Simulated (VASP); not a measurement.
Crystal: HC60N3 (a cell with a defect).

```
H C N
1.0
     7.14000    0.00000    0.00000
     0.00000    7.14000    0.00000
     0.00000    0.00000    7.14000
H C N
1 60 3
Direct
  0.54474 0.54474 0.54474
  0.63515 0.63515 0.63515
  0.50149 0.75071 0.75071
  0.75071 0.50149 0.75071
  0.75071 0.75071 0.50149
  0.49509 0.25051 0.74946
  0.49509 0.74946 0.25051
  0.25051 0.49509 0.74946
  0.74946 0.49509 0.25051
  0.25051 0.74946 0.49509
  0.74946 0.25051 0.49509
  0.62358 0.37596 0.87342
  0.62358 0.87342 0.37596
  0.37596 0.62358 0.87342
  0.87342 0.62358 0.37596
  0.37596 0.87342 0.62358
  0.87342 0.37596 0.62358
  0.50509 0.25104 0.25104
  0.25104 0.50509 0.25104
  0.25104 0.25104 0.50509
  0.12740 0.62274 0.62274
  0.62274 0.12740 0.62274
  0.62274 0.62274 0.12740
  0.99996 0.49996 0.49996
  0.49996 0.99996 0.49996
  0.49996 0.49996 0.99996
  0.12782 0.37731 0.37731
  0.37731 0.12782 0.37731
  0.37731 0.37731 0.12782
  0.62393 0.87587 0.87587
  0.87587 0.62393 0.87587
  0.87587 0.87587 0.62393
  0.00112 0.74942 0.74942
  0.74942 0.00112 0.74942
  0.74942 0.74942 0.00112
  0.12373 0.37505 0.87613
  0.12373 0.87613 0.37505
  0.37505 0.12373 0.87613
  0.87613 0.12373 0.37505
  0.37505 0.87613 0.12373
  0.87613 0.37505 0.12373
  0.99875 0.24952 0.74934
  0.99875 0.74934 0.24952
  0.24952 0.99875 0.74934
  0.74934 0.99875 0.24952
  0.24952 0.74934 0.99875
  0.74934 0.24952 0.99875
  0.12378 0.12378 0.62469
  0.12378 0.62469 0.12378
  0.62469 0.12378 0.12378
  0.00174 0.25037 0.25037
  0.25037 0.00174 0.25037
  0.25037 0.25037 0.00174
  0.12494 0.87439 0.87439
  0.87439 0.12494 0.87439
  0.87439 0.87439 0.12494
  0.99997 0.99997 0.49989
  0.99997 0.49989 0.99997
  0.49989 0.99997 0.99997
  0.12540 0.12540 0.12540
  0.99978 0.99978 0.99978
  0.63516 0.36481 0.36481
  0.36481 0.63516 0.36481
  0.36481 0.36481 0.63516
```

The cell was built by a generator and needn't be a form met in nature.

Program: VASP 6.6.1. Alike in all runs: task single point; no spin polarisation; cell as given; k mesh 2 × 2 × 2; cutoff (eV) 520; smearing gaussian 0.03 eV; the mesh is coarse, so values aren't converged.

Problem. Order these runs on this cell by their pressure, lowest first.
A. level LDA; potentials or basis VASP PAW LDA potentials, release 64 (H, C, N)
B. level PBE; potentials or basis VASP PAW PBE potentials, release 64 (H, C, N)
C. level r2SCAN; potentials or basis VASP PAW PBE potentials, release 64 (H, C, N)

Solution. A (-13.0 GPa), C (-2.8 GPa), B (1.1 GPa).

Caveats: all runs use coarse meshes; the PAW data sets were made with another functional, which shifts forces and pressure a little (some runs).
